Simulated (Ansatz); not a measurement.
**Starting-point dependence of the GW gap of PbF2 (Pnma)**

Aim: G0W0 for PbF2 (Pnma) on several starting functionals, at one mesh, band count and screening cutoff.

Program: Ansatz 0.2.0. Level of theory: G0W0 on several functionals, plane waves, PAW. Results are calculated unless marked as measured.

The database entry behind the starting cell differs from later determinations by our own check (about 0.2 % short), so it need not match the best structure at ambient conditions.

In doubt: masses and optical values from hybrid runs of this build are listed as unsure (step 4), which bears on the screening that GW takes from such a start.

## (1) Starting point

It takes space group Pnma (No. 62, orthorhombic). The conventional cell has a = 6.427 Å, b = 3.891 Å, c = 7.636 Å, α = 90.00°, β = 90.00°, γ = 90.00°. Pb has 5 F at 2.48 to 2.57 Å nearest. F has 4 Pb at 2.48 to 2.51 Å nearest. Nearest to F lie 1 Pb at 2.57 Å. Farther neighbours and most contacts between anions are not listed.

The cell and positions come from the Crystallography Open Database and are kept as given unless a step says otherwise. Spin-orbit coupling is left out unless a step names it. The default PAW set here is soft_2. Its files were made with PBE.

## (2) G0W0 on LDA

G0W0 replaces the xc potential by the self-energy, built once from these orbitals. Only a window of levels is corrected, while the sums run over the empty bands that the input names.

This step: G0W0 on LDA, plane waves, PAW.

File input.yaml:

```yaml
crystal:
  lattice:
    - [6.42689, 0.0, 0.0]
    - [0.0, 3.89098, 0.0]
    - [0.0, 0.0, 7.63574]
  atoms:
    - { symbol: Pb, position: [0.756, 0.75, 0.103] }
    - { symbol: Pb, position: [0.244, 0.25, 0.897] }
    - { symbol: Pb, position: [0.744, 0.25, 0.603] }
    - { symbol: Pb, position: [0.256, 0.75, 0.397] }
    - { symbol: F, position: [0.142, 0.75, 0.085] }
    - { symbol: F, position: [0.858, 0.25, 0.915] }
    - { symbol: F, position: [0.358, 0.25, 0.585] }
    - { symbol: F, position: [0.642, 0.75, 0.415] }
    - { symbol: F, position: [0.551, 0.75, 0.814] }
    - { symbol: F, position: [0.449, 0.25, 0.186] }
    - { symbol: F, position: [0.949, 0.25, 0.314] }
    - { symbol: F, position: [0.051, 0.75, 0.686] }
kpoints:
  mp_grid: { grid: [2, 4, 2] }
hamiltonian:
  xc: lda
scf:
  occupations: { method: fixed }
gw:
  n_empty_bands: 796
  ecut_chi: 150.0
  qp_bands: [v4, c4]
  qp_kpoints: band_edges
  screening: { model: contour_deformation }
```

Started as:

```bash
> ansatz run input.yaml --threads 3 --pin off --max-ram 64512MiB --backend cuda --events-out ev --progress --plain --runs-dir out --devices 1 --max-vram 24GiB  # rebuilt from the run's record
```

Numbers of over 12 decimals in the logs are rounded to 6 here.

The log of the run:

```text
GPUs: using 1 of 1 available (devices: 1).
Engine: ansatz 0.2.0, x86_64-unknown-linux-gnu
Pseudopotentials: kind: paw
Pseudopotential: Pb, paw, valence charge 14, recommended cutoff 420 eV (normal), Pb.paw.azcp
Pseudopotential: F, paw, valence charge 7, recommended cutoff 420 eV (normal), F.paw.azcp
Functional definition: SPW92
  exchange = slater_x
  correlation = pw_c
device memory: the entry about to start is reckoned to put 3.5 GiB on a device that reports 72.9 GiB free (of which the cap on the GPU budget leaves the run 24.0 GiB)
GPU FFT provider: cuFFT
GPU libraries: cuBLAS 13.8.2, cuFFT 12.4.0, cuSOLVER 12.3.4
Crystal: 12 atoms, lattice volume = 190.946 Å³
Basis set: ecut = 420 eV, 3749 PW (Γ)
Bands: 68, of which v1, the nominal top of the filled ones, is band 56 counted from 1 (55 counted from 0)
Symmetry: 8 space group operations
Space group: Pnma (ITA 62), of the structure as read, at distance tolerance 5.8e-5 Å
k-points: 12 of 16
Non-local potential: Pb, projectors of the file, l = 0: 2, l = 1: 2, l = 2: 2, l = 3: 2
Non-local potential: F, projectors of the file, l = 0: 2, l = 1: 2, l = 2: 1
PAW form: soft (Blöchl's): semilocal exchange-correlation on the pseudo side does not see the compensation charge
PAW frozen core: Pb, regenerated for the run's functional, and the local potential with it (the file was generated under x = pbe(κ = 0.804, μ = 0.219515), c = pbe(β = 0.066725))
PAW frozen core: F, regenerated for the run's functional, and the local potential with it (the file was generated under x = pbe(κ = 0.804, μ = 0.219515), c = pbe(β = 0.066725))
PAW one-centre angular grid: Pb, 590 points (default); XC on 64 Gauss nodes
PAW one-centre angular grid: F, 110 points (default); XC on 64 Gauss nodes
Initial density: superposition of atomic densities (neutral atoms: chi_scale 0, normalization atom), corrected by the library's trained network
Initial wavefunctions: pseudopotential atomic-orbital guess
GPU buffer pool allocated for 65610 grid points (all kernels)
GPU transforms: local potential and band sums: pruned to the plane-wave sphere, on 45×27×54
Functional: x = slater, c = lda
SCF iter   1: F=—  HF=-52764.625412 eV  |F-HF|=—  |Δ(HF+E_count)|=         —  Δρ=2.13e-2  dr2=6.65e-1  ethr=1.77e-3  ⟨swp⟩=5.0  Hψ=2636  notcnv=0  defer=108
preconditioner: auto → Resta (q_TF=auto, 2.496 Å⁻¹)  ε∞=4.3  [insulator: Δε(μ)=3.868 eV  Ē_g=15.618 eV  n_scr=44 (ndim 8)  ℏωp=28.4 eV  f_vac=0.025  ε∞_Penn≈4.3]
SCF iter   2: F=—  HF=-52764.466950 eV  |F-HF|=—  |Δ(HF+E_count)|=   1.58e-1  Δρ=7.19e-3  dr2=3.68e-2  ethr=5.94e-4  ⟨swp⟩=2.7  Hψ=1608  notcnv=0  defer=110
SCF iter   3: F=—  HF=-52764.456202 eV  |F-HF|=—  |Δ(HF+E_count)|=   1.07e-2  Δρ=2.06e-3  dr2=5.27e-3  ethr=3.29e-5  ⟨swp⟩=2.0  Hψ=1431  notcnv=0  defer=115
SCF iter   4: F=—  HF=-52764.454522 eV  |F-HF|=—  |Δ(HF+E_count)|=   1.68e-3  Δρ=6.67e-4  dr2=5.87e-4  ethr=4.71e-6  ⟨swp⟩=2.0  Hψ=1336  notcnv=0  defer=115
SCF iter   5: F=—  HF=-52764.454420 eV  |F-HF|=—  |Δ(HF+E_count)|=   1.02e-4  Δρ=2.70e-4  dr2=9.76e-5  ethr=5.24e-7  ⟨swp⟩=2.0  Hψ=1416  notcnv=0  defer=110
SCF iter   6: F=—  HF=-52764.454413 eV  |F-HF|=—  |Δ(HF+E_count)|=   6.90e-6  Δρ=4.50e-5  dr2=2.79e-6  ethr=8.71e-8  ⟨swp⟩=2.0  Hψ=949  notcnv=0  defer=98
SCF iter   7: F=—  HF=-52764.454414 eV  |F-HF|=—  |Δ(HF+E_count)|=   8.06e-7  Δρ=1.19e-5  dr2=2.52e-7  ethr=2.49e-9  ⟨swp⟩=2.0  Hψ=1043  notcnv=0  defer=98
SCF iter   8: F=-52764.454414 eV  HF=-52764.454414 eV  |F-HF|=2.04e-10  |Δ(HF+E_count)|=   8.26e-8  Δρ=1.76e-6  dr2=6.43e-9  ethr=8.93e-11  ⟨swp⟩=8.5  Hψ=3102  notcnv=0
SCF 1 converged in 8 iterations: F = -52764.454414 eV  dr2 = 6.43e-9
  greatest PAW one-centre occupation: 0.983 electrons in one spin orbital (limit 2), on the Pb atom at site 1 (counted from 0), in its partial waves of l = 2
device memory: the entry about to start is reckoned to put 4.4 GiB (of the 4.5 GiB reckoned in all, the device holds 0.1 GiB already) on a device that reports 72.8 GiB free (of which the cap on the GPU budget leaves the run 23.9 GiB)
NSCF: frozen V_eff on 12 k-points
the band table was solved once the SCF had ended and its energy, with any forces and stress, was formed, with the checks that follow a solve (3180 applications of the Hamiltonian). They found nothing against the state; the energy, forces and stress were not computed again (output.eigenvalues in the input reference)
device memory: the entry about to start is reckoned to put 7.3 GiB on a device that reports 72.9 GiB free (of which the cap on the GPU budget leaves the run 24.0 GiB)
NSCF: frozen V_eff on 12 k-points
G₀W₀ screening: q 1/12
[... further progress lines ...]
SCF converged after 8 iterations
Free energy (F): -52764.454414 eV
Harris-Foulkes:  -52764.454414 eV  (|F-HF|=2.04e-10)
Internal energy: -52764.454414 eV  (E = F + TS)
E sigma→0 (E₀):  -52764.454414 eV
Fermi energy:    5.637759 eV
--- Per-component energies (eV) ---
  E_band       = -423.600260
  E_kinetic    = 2776.434467
  E_local      = -8183.012466  (includes V_loc(G=0)·N_el)
  E_nonlocal   = 2022.298172
  E_hartree    = 3076.477753
  E_xc         = -1501.451256
  E_vxc        = -1342.005606  (∫ρ·V_xc dr)
  E_paw        = -41890.910626  (= ΣΔE_a)
  E_vpaw       = -1850.289742  (= ΣTr[D̂ρ^β])
  E_aug_tail   = 0.016189  (compensation charges beyond the density's cutoff)
  E_ewald      = -9064.901806
  E_core_change = 0.595159  (= ΣΔE_core)
  E_smearing   = -0.000000  (= −TS)
  E_closure    = -0.000000  (closes the sum)
  Σ components = -52764.454414   (vs F -52764.454414, Δ=0.00e0)
--- Band table (eV; the first three rows and the last of 12) ---
  k-point 0: bands = [... 52 lower, 4.2109, 5.1537, 5.3243, 5.6378, 9.8077, 10.5423, 11.4668, 11.4779, ... 8 higher]
  k-point 1: bands = [... 52 lower, 4.6773, 4.6773, 5.4109, 5.4109, 10.4535, 10.4535, 11.6391, 11.6391, ... 8 higher]
  k-point 2: bands = [... 52 lower, 4.6777, 4.9434, 5.2520, 5.3993, 10.3037, 11.1503, 11.1537, 11.4141, ... 8 higher]
  k-point 11: bands = [... 52 lower, 5.1556, 5.1556, 5.1556, 5.1556, 10.0859, 10.0859, 10.0859, 10.0859, ... 8 higher]
--- G₀W₀: contour deformation, 6 samples at zero and on the imaginary axis and 1 off it, 16 q-points, 796 empty bands' worth ---
  eigenvalues of the whole cell's RPA ε∞ on this k-mesh (on a slab, of 1 + 4πα/V) = 3.6578, 3.7217, 3.7453; static W/v taken at q = 0 is 0.270006
  gw.qp_kpoints: band_edges: 12 of 12 stored k-points solved, in 1 pass; an edge of the gap read off the rows below is read off those points alone
    ik  band        ε_KS         Σx   Σc(E_QP)       V_xc       Z   E_QP_lin       E_QP  E_QP is
     0    53      4.2109   -30.8126     6.4169   -23.3675  0.7103     3.1593     3.1826  root
     0    54      5.1537   -27.4292     3.9822   -22.5477  0.7582     4.2425     4.2545  root
     0    55      5.3243   -27.9276     4.0776   -22.9549  0.7552     4.4173     4.4293  root
     0    56      5.6378   -28.3041     3.9677   -23.5116  0.7571     4.8034     4.8129  root
     0    57      9.8077   -11.3601    -3.1079   -15.5462  0.8175    10.8967    10.8858  root
     0    58     10.5423   -10.4290    -3.4613   -15.0125  0.8244    11.6768    11.6645  root
     0    59     11.4668    -9.8175    -3.7739   -14.7951  0.8151    12.6885    12.6705  root
     0    60     11.4779   -11.3333    -3.5439   -16.0868  0.8143    12.7041    12.6875  root
     1    53      4.6773   -29.3535     5.1923   -23.2240  0.7346     3.7244     3.7402  root
     1    54      4.6773   -29.3535     5.1923   -23.2240  0.7346     3.7244     3.7402  root
     1    55      5.4109   -27.6645     3.8952   -22.8963  0.7587     4.5270     4.5380  root
     1    56      5.4109   -27.6645     3.8952   -22.8963  0.7587     4.5270     4.5380  root
     1    57     10.4535   -11.2799    -3.2813   -15.6955  0.8139    11.6013    11.5878  root
     1    58     10.4535   -11.2799    -3.2813   -15.6955  0.8139    11.6013    11.5878  root
     1    59     11.6391    -9.7633    -3.8524   -14.8206  0.8219    12.8608    12.8439  root
     1    60     11.6391    -9.7633    -3.8524   -14.8206  0.8219    12.8608    12.8439  root
     2    53      4.6777   -29.4706     5.3382   -23.1907  0.7317     3.7198     3.7361  root
     2    54      4.9434   -27.4554     4.0872   -22.4371  0.7559     3.9989     4.0123  root
     2    55      5.2520   -27.2799     3.8060   -22.5970  0.7601     4.3640     4.3751  root
     2    56      5.3993   -27.6465     3.8812   -22.8949  0.7597     4.5181     4.5289  root
     2    57     10.3037   -10.5920    -3.4161   -15.1440  0.8197    11.4527    11.4396  root
     2    58     11.1503   -11.2483    -3.4718   -15.9092  0.8141    12.3552    12.3393  root
     2    59     11.1537    -9.7859    -3.7976   -14.7736  0.8199    12.3604    12.3437  root
     2    60     11.4141   -10.7222    -3.6425   -15.5780  0.8143    12.6447    12.6272  root
[...]
11    53      5.1556   -27.8968     4.1137   -22.8758  0.7556     4.2359     4.2483  root
    11    54      5.1556   -27.8968     4.1137   -22.8758  0.7556     4.2359     4.2483  root
    11    55      5.1556   -27.8968     4.1137   -22.8758  0.7556     4.2359     4.2483  root
    11    56      5.1556   -27.8968     4.1137   -22.8758  0.7556     4.2359     4.2483  root
    11    57     10.0859   -11.3402    -3.1941   -15.6449  0.8158    11.2085    11.1965  root
    11    58     10.0859   -11.3402    -3.1941   -15.6449  0.8158    11.2085    11.1965  root
    11    59     10.0859   -11.3402    -3.1941   -15.6449  0.8158    11.2085    11.1965  root
    11    60     10.0859   -11.3402    -3.1941   -15.6449  0.8158    11.2085    11.1965  root
```

It took 32 s on 1 × NVIDIA H100 80GB HBM3 (shared by 3 runs) with 3 threads of AMD EPYC 7R13 (Zen 3), shared host; peak memory 2.9 GiB; 60 s of CPU time.

In the SCF lines HF is the Harris–Foulkes energy and dr2 the Hartree energy of the density residual, in eV; the loop may stop once dr2 is under the threshold and the program's other checks hold. Hψ counts applications of the Hamiltonian.

This step gave:

| Item | Value |
| --- | --- |
| bands summed | 852 |
| RPA ε∞ on this mesh (eigenvalues) | 3.658, 3.722, 3.745 |
| plane waves in the screening matrix | 789 |
| q-points in the mesh | 16 |
| G0W0 gap on the mesh | 5.970 eV |
| k of the valence top | 0, 0, 0 |
| k of the conduction bottom | 0, -0.5, -0.5 |
| starting gap on the mesh | 4.074 eV |
| Z at the valence top | 0.7571 |
| Z at the conduction bottom | 0.8235 |
| least direct G0W0 gap on the computed points | 6.073 eV |

The gap on the mesh goes from 4.07 eV to 5.97 eV, a correction of +1.90 eV. Between the two edge states, bare exchange in place of the xc potential would open the gap by 9.14 eV, and correlation takes back 7.24 eV.

## (3) G0W0 on PBE

One-shot GW remembers its start. Another functional's orbitals and levels show by how much.

This step: G0W0 on PBE, plane waves, PAW.

input.yaml: that of step 2 with these lines changed.

```diff
@@ -21,3 +21,3 @@
 hamiltonian:
-  xc: lda
+  xc: pbe
 scf:
```

The log of the run:

```text
GPUs: using 1 of 1 available (devices: 1).
[...]
GPU FFT provider: cuFFT
GPU libraries: cuBLAS 13.8.2, cuFFT 12.4.0, cuSOLVER 12.3.4
Crystal: 12 atoms, lattice volume = 190.946 Å³
Basis set: ecut = 420 eV, 3749 PW (Γ)
Bands: 68, of which v1, the nominal top of the filled ones, is band 56 counted from 1 (55 counted from 0)
[... 1 set-up line as in the run before ...]
[...]
k-points: 12 of 16
[...]
GPU buffer pool allocated for 65610 grid points (all kernels)
[...]
SCF iter   1: F=—  HF=-54098.146860 eV  |F-HF|=—  |Δ(HF+E_count)|=         —  Δρ=1.03e-3  dr2=9.73e-4  ethr=1.77e-3  ⟨swp⟩=5.0  Hψ=2636  notcnv=0  defer=108
[...]
SCF iter   7: F=-54098.151069 eV  HF=-54098.151069 eV  |F-HF|=2.80e-8  |Δ(HF+E_count)|=   1.01e-7  Δρ=6.71e-6  dr2=6.68e-8  ethr=8.93e-11  ⟨swp⟩=8.2  Hψ=3463  notcnv=0
SCF 1 converged in 7 iterations: F = -54098.151069 eV  dr2 = 6.68e-8
[...]
NSCF: frozen V_eff on 12 k-points
[...]
G₀W₀ screening: q 1/12
[... further progress lines ...]
SCF converged after 7 iterations
Free energy (F): -54098.151069 eV
[...]
Internal energy: -54098.151069 eV  (E = F + TS)
E sigma→0 (E₀):  -54098.151069 eV
Fermi energy:    6.109558 eV
[...]
--- Band table (eV; the first three rows and the last of 12) ---
  k-point 0: bands = [... 52 lower, 4.6717, 5.6380, 5.7997, 6.1096, 10.4249, 11.1862, 12.0948, 12.1099, ... 8 higher]
  k-point 1: bands = [... 52 lower, 5.1438, 5.1438, 5.8902, 5.8902, 11.0719, 11.0719, 12.2902, 12.2902, ... 8 higher]
  k-point 2: bands = [... 52 lower, 5.1437, 5.4260, 5.7353, 5.8788, 10.9268, 11.7795, 11.7879, 12.0439, ... 8 higher]
  k-point 11: bands = [... 52 lower, 5.6326, 5.6326, 5.6326, 5.6326, 10.7036, 10.7036, 10.7036, 10.7036, ... 8 higher]
[...]
0    53      4.6717   -30.9146     6.4453   -23.2775  0.7143     3.4486     3.4798  root
     0    54      5.6380   -27.4591     4.0028   -22.3171  0.7624     4.4797     4.4989  root
     0    55      5.7997   -27.9641     4.1043   -22.7371  0.7593     4.6583     4.6771  root
     0    56      6.1096   -28.3174     3.9898   -23.2851  0.7612     5.0519     5.0671  root
     0    57     10.4249   -11.1344    -3.0255   -14.8586  0.8214    11.1279    11.1237  root
     0    58     11.1862   -10.2402    -3.3675   -14.3169  0.8279    11.9000    11.8954  root
     0    59     12.0948    -9.6924    -3.6529   -14.1398  0.8185    12.8965    12.8894  root
     0    60     12.1099   -11.1365    -3.4425   -15.4046  0.8182    12.9425    12.9355  root
[...]
11    57     10.7036   -11.1269    -3.1064   -14.9652  0.8197    11.4403    11.4355  root
    11    58     10.7036   -11.1269    -3.1064   -14.9652  0.8197    11.4403    11.4355  root
    11    59     10.7036   -11.1269    -3.1064   -14.9652  0.8197    11.4403    11.4355  root
    11    60     10.7036   -11.1269    -3.1064   -14.9652  0.8197    11.4403    11.4355  root
```

Run time: 29 s. Hardware: 1 × NVIDIA H100 80GB HBM3 (shared by 3 runs) with 3 threads; peak memory 2.9 GiB.

Numbers from this step:

```yaml
bands_summed: 852
rpa_eps_infinity_on_this_mesh_eigenvalues: 3.522, 3.578, 3.604
plane_waves_in_the_screening_matrix: 789
q_points_in_the_mesh: 16
g0w0_gap_on_the_mesh: 5.937 eV
k_of_the_valence_top: 0, 0, 0
k_of_the_conduction_bottom: 0, -0.5, -0.5
starting_gap_on_the_mesh: 4.228 eV
z_at_the_valence_top: 0.7612
z_at_the_conduction_bottom: 0.8271
least_direct_g0w0_gap_on_the_computed_points: 6.057 eV
```

Against the run with 2×4×2 mesh, 796 empty bands, screening to 150 eV on LDA, the gap moves by −0.03 eV, while the start moved by +0.15 eV.

## (4) G0W0 on HSE06

This step: G0W0 on HSE06, plane waves, PAW.

input.yaml: that of step 3 with these lines changed.

```diff
@@ -21,3 +21,3 @@
 hamiltonian:
-  xc: pbe
+  xc: hse06
 scf:
```

The log of the run:

```text
GPUs: using 1 of 1 available (devices: 1).
[...]
davidson cushion auto → on  (no smearing: the cushion is to keep the highest requested band from converging to the state above it; pin scf.eigensolver.cushion to override)
[...]
GPU FFT provider: cuFFT
GPU libraries: cuBLAS 13.8.2, cuFFT 12.4.0, cuSOLVER 12.3.4
Crystal: 12 atoms, lattice volume = 190.946 Å³
Basis set: ecut = 420 eV, 3749 PW (Γ)
[...]
0    59     12.5171    -9.1007    -3.4452   -13.2289  0.8489    13.2036    13.2001  root
     0    60     12.5324   -10.4206    -3.2896   -14.4443  0.8488    13.2704    13.2665  root
[...]
11    57     11.0262   -10.2804    -3.0287   -14.0054  0.8505    11.7256    11.7225  root
    11    58     11.0262   -10.2804    -3.0287   -14.0054  0.8505    11.7256    11.7225  root
    11    59     11.0262   -10.2804    -3.0287   -14.0054  0.8505    11.7256    11.7225  root
    11    60     11.0262   -10.2804    -3.0287   -14.0054  0.8505    11.7256    11.7225  root
[key lines of the parts left out:]
Free energy (F): -54110.271944 eV
Fermi energy:    5.125967 eV
```

Run time: 1.9 min. Hardware: 1 × NVIDIA H100 80GB HBM3 (shared by 3 runs) with 3 threads; peak memory 3.2 GiB; 2.5 min of CPU time.

Numbers from this step:

- bands summed: 852
- RPA ε∞ on this mesh (eigenvalues): 2.921, 2.950, 2.979
- plane waves in the screening matrix: 789
- G0W0 gap on the mesh: 6.663 eV
- k of the valence top: 0, 0, 0
- k of the conduction bottom: 0, -0.5, -0.5
- starting gap on the mesh: 5.526 eV
- least direct G0W0 gap on the computed points: 6.773 eV

Against the run with 2×4×2 mesh, 796 empty bands, screening to 150 eV on PBE, the gap moves by +0.73 eV, while the start moved by +1.30 eV.

## (5) The starts together

All on the 2×4×2 mesh with 796 empty bands and screening to 150 eV. Times are wall times on 1 × NVIDIA H100 80GB HBM3 (shared by 3 runs) with 3 threads of AMD EPYC 7R13 (Zen 3), shared host, good to a factor of about two.

```
start  starting gap (eV)  shift (eV)  G0W0 gap (eV)  RPA ε∞ (harmonic mean)  Z (valence, conduction)     time
  LDA               4.07       +1.90           5.97                    3.71               0.76, 0.82     32 s
  PBE               4.23       +1.71           5.94                    3.57               0.76, 0.83     29 s
HSE06               5.53       +1.14           6.66                    2.95               0.80, 0.86  1.9 min
```

How the two edges are built up, in eV (the quasiparticle level is the starting level plus Σx plus Σc less Vxc):

```csv
run,edge,start,Σx,Σc,Vxc,Z,QP
LDA,valence top,5.64,-28.30,3.97,-23.51,0.76,4.81
LDA,conduction bottom,9.71,-10.45,-3.27,-14.79,0.82,10.78
PBE,valence top,6.11,-28.32,3.99,-23.29,0.76,5.07
PBE,conduction bottom,10.34,-10.25,-3.18,-14.10,0.83,11.00
HSE06,valence top,5.13,-27.56,3.13,-23.93,0.80,4.62
HSE06,conduction bottom,10.65,-9.53,-3.09,-13.25,0.86,11.29
```

For a hybrid start, Vxc holds its share of exact exchange.

## (6) Outcome

```json
{"G0W0@LDA": "5.97 eV (start 4.07 eV)", "G0W0@PBE": "5.94 eV (start 4.23 eV)", "G0W0@HSE06": "6.66 eV (start 5.53 eV)", "known limits": "not at the basis limit; no spin-orbit coupling; coarse k mesh"}
```

What this shows: The starting gaps span 1.45 eV and the G0W0 gaps 0.73 eV. Between LDA and HSE06, 0.69 eV of the 1.45 eV survives, 48 %. The order is not kept throughout: PBE starts 0.15 eV above LDA and ends 0.03 eV below it, so orbitals matter beside the gap. HSE06 screens less than LDA (ε∞ 2.95 against 3.71). Of the 0.69 eV by which its G0W0 gap is higher, the correlation part gives +1.02 eV, and exchange with the one-particle terms, which follow the orbitals, −0.33 eV. The smallest correction, +1.14 eV, is on HSE06, the start nearest to reproducing itself. Bands and cutoff are finite, so the gap is not at the basis limit. The miss can reach some tenths of an eV and take either sign; the mesh is an error of its own. The 2×4×2 mesh is coarse for this cell (its supercell is 13 Å along the shortest edge). The RPA ε∞ on it, from the LDA start, is 3.66, 3.72 and 3.75; such meshes misread the long-range screening, most where the gap is narrow. Where an edge is built on 6p states of lead, bismuth or thallium, scalar-relativistic gaps usually stand too wide, by a few tenths to over one eV. The many-body steps are scalar-relativistic: spin-orbit coupling is not in them.

[Paths, hosts, dates, memory and timing lines, banners, echoed tables and standing remarks are left out of the program output.]

[Logs are printed without paths, hosts, clocks, repeated set-up lines and the standing remarks that a program may print on its own settings, such as how far it seeks lower states.]

[Runs of the session that timed out or met a known fault of the program may be left out.]

[Cells called generated may have been cut or substituted from an entry of the Crystallography Open Database or the Materials Project.]

[Hosts, paths, dates, database ids (printed as entryN), source tags and the programs' standing remarks are cut or masked in the printed files.]
